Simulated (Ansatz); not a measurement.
Put MoS₂ in I4_1/amd (No. 141): Mo on 4b; S on 8e.

Theory: DFT PBE, scalar-relativistic, plane waves, PAW (Ansatz). Cutoff 420 eV, Γ-centred mesh, Gaussian smearing, no spin polarisation.

The zero of energy is the elements' standard structures at the same level; no fitted shifts are applied.

Task: Which cell and coordinates does it relax to?

Result:

Space group I4_1/amd:1 (No. 141). a = 4.777 Å, b = 4.777 Å, c = 9.195 Å, α = 90.00°, β = 90.00°, γ = 90.00°
```csv
atom,site,symmetry,x,y,z
Mo,4b,-4m2,0.5000,0.5000,0.0000
S,8e,2mm.,0.0000,0.0000,0.2334
```

Around Mo lie 6 S at 2.39–2.45 Å; around S lie 3 Mo at 2.39–2.45 Å. Another local minimum with the same sites may exist.

Task: Where does its energy lie, and is it a metal?

Result: The formation energy is −0.33 eV/atom. The gap on the 12×12×12 mesh of the 6-atom cell is 0 eV (a metal).

The last run used Gaussian smearing of 0.10 eV. The reference form of S is held partly by dispersion forces, which this level lacks. A structure relaxed within its symmetry needn't be a true minimum. Another cell of MoS2 relaxed alike, in P6_3/mmc (a cell as deposited in COD), lies 0.57 eV/atom lower, so this cell isn't the stable form at this level.
